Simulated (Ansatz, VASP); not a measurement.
## One calculation of BeS, two programs

INCAR

```
ALGO = Normal
EDIFF = 1E-6
EDIFFG = -0.02
ENCUT = 900
GGA = PE
IBRION = 2
ISIF = 3
ISMEAR = -1
LASPH = T
LCHARG = F
LREAL = F
LWAVE = F
NELM = 60
NSW = 40
PREC = Accurate
SIGMA = 0.05
```

File KPOINTS:

```
k-points
0
Gamma
  9 9 9
```

File POSCAR:

```
BeS
1.0
    0.0000000000      2.4250000000      2.4250000000
    2.4250000000      0.0000000000      2.4250000000
    2.4250000000      2.4250000000      0.0000000000
S Be
1 1
Direct
    0.7500000000      0.7500000000      0.7500000000
    0.0000000000      0.0000000000      0.0000000000
```

The input input.yaml:

```yaml
crystal:
  lattice:
    - [0.0, 2.425, 2.425]
    - [2.425, 0.0, 2.425]
    - [2.425, 2.425, 0.0]
  atoms:
    - { symbol: S, position: [0.75, 0.75, 0.75] }
    - { symbol: Be, position: [0.0, 0.0, 0.0] }
hamiltonian:
  xc: pbe
  pseudopotentials: { kind: paw }
kpoints:
  mp_grid: { grid: [9, 9, 9] }
scf:
  occupations: { method: fermi_dirac, width: 0.05 }
output:
  forces: true
  stress: true
  eigenvalues: true
relax:
  f_tol: 0.01
  max_steps: 40
  cell: { stress_tol: 0.05 }
```

Alike in both runs: task relaxation of cell and atoms; functional PBE; k mesh 9 × 9 × 9; occupations fermi-dirac, width 0.05 eV; no spin polarisation.

|  | VASP | Ansatz |
| --- | --- | --- |
| version | VASP 6.6.1 | Ansatz 0.2.0 |
| potentials or method | VASP PAW PBE potentials, release 54 (S, Be) | Ansatz PAW |
| plane-wave cutoff (eV) | 900 | 420 |
| valence electrons in the cell | 8 | 8 |

Ansatz gave:

- gap on the k mesh at the Fermi level, each at its own relaxed structure (eV): 3.24
- relaxed volume (Å³/atom): 14.49
- relaxed cell length with the largest relative difference (Å): 3.448
- energy change over the relaxation (meV/atom): -1

Task: What did VASP give for the same quantities?

Result: gap on the k mesh at the Fermi level, each at its own relaxed structure (eV): 3.24; relaxed volume (Å³/atom): 14.50; relaxed cell length with the largest relative difference (Å): 3.448; energy change over the relaxation (meV/atom): -1.

Caveats: an odd mesh through Γ misses points on the zone boundary, where band edges often lie (VASP); odd divisions of the mesh miss points on the zone boundary, where band edges often lie, so the gap on the mesh can be too wide (Ansatz); the plane-wave basis is chosen anew once the cell has moved, so the energies of steps on either side of that aren't comparable (Ansatz). A hybrid or GW would open this gap; PBE tends to underestimate it.
